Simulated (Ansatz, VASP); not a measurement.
Two plane-wave programs on CuO (Tenorite)

INCAR

```
SYSTEM = CuO
PREC = Accurate ; ENCUT = 520
EDIFF = 1E-6 ; ISMEAR = -1
SIGMA = 0.05 ; LREAL = .FALSE.
LASPH = .TRUE. ; NELM = 80
ALGO = Normal ; ISIF = 2
LWAVE = .FALSE. ; LCHARG = .FALSE.
GGA = RE ; NBANDS = 25
```

File KPOINTS:

```
Automatic mesh
0
G
  10 10 5
  0 0 0
```

POSCAR

```
CuO
1.0
    2.2940437287     -1.6763657078      0.0000000000
    2.2940437287      1.6763657078      0.0000000000
   -0.8326750593      0.0000000000      4.9546185987
Cu O
2 2
Direct
    0.5000000000      0.0000000000      0.5000000000
    0.0000000000      0.5000000000      0.0000000000
    0.4184000000      0.5816000000      0.7500000000
    0.5816000000      0.4184000000      0.2500000000
```

Contents of input.yaml:

```yaml
crystal:
  lattice:
    - [2.2940437287, -1.6763657078, 0.0]
    - [2.2940437287, 1.6763657078, 0.0]
    - [-0.8326750593, 0.0, 4.9546185987]
  atoms:
    - { symbol: Cu, position: [0.5, 0.0, 0.5] }
    - { symbol: Cu, position: [0.0, 0.5, 0.0] }
    - { symbol: O, position: [0.4184, 0.5816, 0.75] }
    - { symbol: O, position: [0.5816, 0.4184, 0.25] }
hamiltonian:
  xc: revpbe
  pseudopotentials: { kind: paw }
kpoints:
  mp_grid: { grid: [10, 10, 5] }
scf:
  occupations: { method: fermi_dirac, width: 0.05 }
output:
  forces: true
  stress: true
  eigenvalues: true
  write_density: true
  write_potential: true
  elf: true
  volumetric_format: npy
```

Alike in both runs: task single point; functional revPBE; k mesh 10 × 10 × 5; occupations fermi-dirac, width 0.05 eV; no spin polarisation.

|  | VASP | Ansatz |
| --- | --- | --- |
| version | VASP 6.6.1 | Ansatz 0.2.0 |
| potentials or method | VASP PAW PBE potentials, release 64 (Cu, O) | Ansatz PAW |
| plane-wave cutoff (eV) | 520 | 420 |
| valence electrons in the cell | 34 | 50 |

Ansatz gave:

```
gap on the k mesh at the Fermi level (eV)       : none
pressure (GPa)                                  : 23.5
largest component of the traceless stress (GPa) : 3.24
rms of the force components (eV/Å)              : 0.002
```

Q: Estimate VASP's values.

A: gap on the k mesh at the Fermi level (eV): none; pressure (GPa): 24.4; largest component of the traceless stress (GPa): 3.36; rms of the force components (eV/Å): 0.023.

Atom by atom the forces differ by 0.020 eV/Å (rms over components). A gap of «none» marks a metal or a gap that the smearing closes. The two sets of potentials don't hold the same shells in valence.

Caveats: the run has no spin polarisation, though such a crystal can be magnetic; semilocal functionals often make such compounds metallic where correlation or magnetic order opens a gap, which also shifts bond lengths; so large a pressure means that the cell lies far from this level's equilibrium, or that cutoff or potentials fall short (VASP); the potentials were made for another functional, which shifts forces and pressure (VASP); the pressure holds a Pulay correction of +0.7 GPa for the finite cutoff (Ansatz); the PAW data sets come from PBE, with cores solved anew for the run's functional, which leaves a small shift of forces and pressure (Ansatz). With open d or f shells a metallic result of revPBE can be an artefact of self-interaction; +U or a hybrid may open a gap.
